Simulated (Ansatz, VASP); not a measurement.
## One calculation of BN, two programs

File INCAR:

```
SYSTEM = BN
ALGO = Normal ; EDIFF = 1E-7
ENCUT = 520 ; GGA = PE
ISIF = 2 ; ISMEAR = 0
LASPH = .True. ; LCHARG = .True.
LELF = .True. ; LREAL = .False.
LVHAR = .True. ; LWAVE = .False.
NBANDS = 16 ; NELM = 80
PREC = Accurate ; SIGMA = 0.05
```

Contents of KPOINTS:

```
k-points
0
Gamma
  6 6 6
  0 0 0
```

POSCAR

```
BN
1.0
    0.0000000000     -1.8123937734     -1.8123937734
   -1.8123937734      0.0000000000     -1.8123937734
    1.8123937734      1.8123937734     -3.6247875468
B N
2 2
Direct
    0.0066248935      0.0311147090      0.0000000000
    0.4933751065      0.4688852910      0.5000000000
    0.3817796863      0.4068417142      0.8750000000
    0.8682203137      0.8431582858      0.3750000000
```

Input for Ansatz:

```yaml
crystal:
  lattice:
    - [0.0, -1.8123937734, -1.8123937734]
    - [-1.8123937734, 0.0, -1.8123937734]
    - [1.8123937734, 1.8123937734, -3.6247875468]
  atoms:
    - { symbol: B, position: [0.0066248935, 0.031114709, 0.0] }
    - { symbol: B, position: [0.4933751065, 0.468885291, 0.5] }
    - { symbol: "N", position: [0.3817796863, 0.4068417142, 0.875] }
    - { symbol: "N", position: [0.8682203137, 0.8431582858, 0.375] }
basis:
  ecutwfc: 520.0
kpoints:
  mp_grid: { grid: [6, 6, 6] }
hamiltonian:
  xc: pbe
scf:
  occupations: { method: gaussian, width: 0.05 }
output:
  forces: true
  stress: true
  eigenvalues: true
```

Change from the starting cell: mode 4 frozen in at -0.085 Å and mode 5 at -0.034 Å (largest displacements).

Alike in both runs: task single point; functional PBE; k mesh 6 × 6 × 6; occupations gaussian, width 0.05 eV; no spin polarisation.

```csv
,VASP,Ansatz
version,VASP 6.6.1,Ansatz 0.2.0
potentials or method,"VASP PAW PBE potentials, release 64 (B, N)","scalar-relativistic, plane waves, PAW"
plane-wave cutoff (eV),520,520
valence electrons in the cell,16,16
```

|  | VASP | Ansatz | Ansatz less VASP |
| --- | --- | --- | --- |
| gap on the k mesh at the Fermi level (eV) | 4.30 | 4.31 | +0.010 |
| least direct gap on the mesh (eV) | 6.25 | 6.26 | +0.012 |
| pressure (GPa) | 0.0 | -0.2 | -0.20 |
| largest component of the traceless stress (GPa) | 1.81 | 1.81 | +0.001 |
| rms of the force components (eV/Å) | 0.561 | 0.562 | +0.0004 |

Atom by atom the forces differ by 0.001 eV/Å (rms over components).

Caveats: the k mesh is coarse (spacing up to 0.48 Å⁻¹), so the values aren't converged; forces of over 1 eV/Å show positions far from the minimum, so gaps and moduli don't describe the material at rest. A k mesh can miss the band edges.
